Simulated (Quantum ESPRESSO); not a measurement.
MoP:

```
Mo P
1.0
     3.22300    0.00000    0.00000
    -1.61150    2.79120    0.00000
     0.00000    0.00000    3.19100
Mo P
1 1
Direct
  0.00000 0.00000 0.00000
  0.33333 0.66667 0.50000
```

```yaml
Program: Quantum ESPRESSO 7.5
Task: single point
Functional: PBE
Potentials_or_basis: SSSP 1.3 efficiency PBE
Cutoff: 816 eV
Density_cutoff: 5987 eV
k_mesh: 10 × 10 × 8
Occupations: fermi-dirac, width 0.05 eV
Spin: no spin polarisation
```

On this cell: pressure 2.4 GPa; largest force under 0.003 eV/Å; band gap on the k mesh none (metal or under the smearing width).

The same run follows on a disturbed copy (atoms moved at random, drawn with an rms of 0.05 Å):

```
Mo P
1.0
     3.22300    0.00000    0.00000
    -1.61150    2.79120    0.00000
     0.00000    0.00000    3.19100
Mo P
1 1
Direct
  0.99571 0.00610 0.00142
  0.32258 0.67395 0.49012
```

Problem. What does the disturbed cell give?

Solution. The energy (extrapolated to zero smearing) moves by +6.4 meV/atom; pressure 2.7 GPa; largest force 0.599 eV/Å; band gap on the k mesh none (metal or under the smearing width).

Forces on the atoms (eV/Å):
```
Mo  -0.330  0.052 -0.498
P    0.330 -0.052  0.498
```

Stress tensor (GPa, compression positive):
```
 3.03 -0.94  0.22
-0.94  2.76 -0.04
 0.22 -0.04  2.19
```
